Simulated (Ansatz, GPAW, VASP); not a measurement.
C: programs and potentials compared

```
C
1.0
     0.00000    1.78337    1.78337
     1.78337    0.00000    1.78337
     1.78337    1.78337    0.00000
C
2
Direct
  0.75000 0.75000 0.75000
  0.50000 0.50000 0.50000
```

Alike in all runs: task single point; functional PBE; k mesh 13 × 13 × 13; occupations gaussian, width 0.023 eV; no spin polarisation; no spin-orbit coupling. Pressure is positive in compression and, in plane waves, holds the error of the finite cutoff.

```json
{"program and potentials": "VASP, PBE PAW files C, 520 eV", "plane-wave cutoff (eV)": "520", "notes": "-", "pressure (GPa)": "2.46"}
{"program and potentials": "Ansatz, all-electron LAPW, scalar-relativistic", "plane-wave cutoff (eV)": "-", "notes": "-", "pressure (GPa)": "1.75"}
{"program and potentials": "GPAW, GPAW PAW data sets (gpaw-data 1.2.1)", "plane-wave cutoff (eV)": "800", "notes": "-", "pressure (GPa)": "1.42"}
```

The pressure spans 1.42 (GPAW, GPAW PAW data sets (gpaw-data 1.2.1)) to 2.46 GPa (VASP, PBE PAW files C, 520 eV), with all-electron results at 1.75.

The functional is the same throughout but for its coding, so the spread measures potentials, basis and numerics; runs on potential files found faulty are left out.

All three runs put diamond under slight compression in this cell, so PBE would relax it to a somewhat larger volume. As the cell is close to the measured one, this fits the functional's known tendency to make the bonds of diamond slightly too long. The pressures look sizeable because the three-dimensional network of short, strong sp³ bonds is exceptionally stiff: a very small mismatch in lattice constant already costs pressure on the GPa scale. For the same reason, the spread between programs corresponds to only a minute difference in equilibrium bond length.

The two PAW results bracket the all-electron value of 1.75 GPa, with GPAW the closer at 1.42 GPa and VASP further off at 2.46 GPa. An incomplete plane-wave basis normally lowers the computed pressure, so the cutoff is unlikely to explain the higher VASP value, which more probably reflects the potential or other numerical settings. Agreement at this single volume doesn't establish equal bulk moduli, which depend on how the pressure changes with volume.
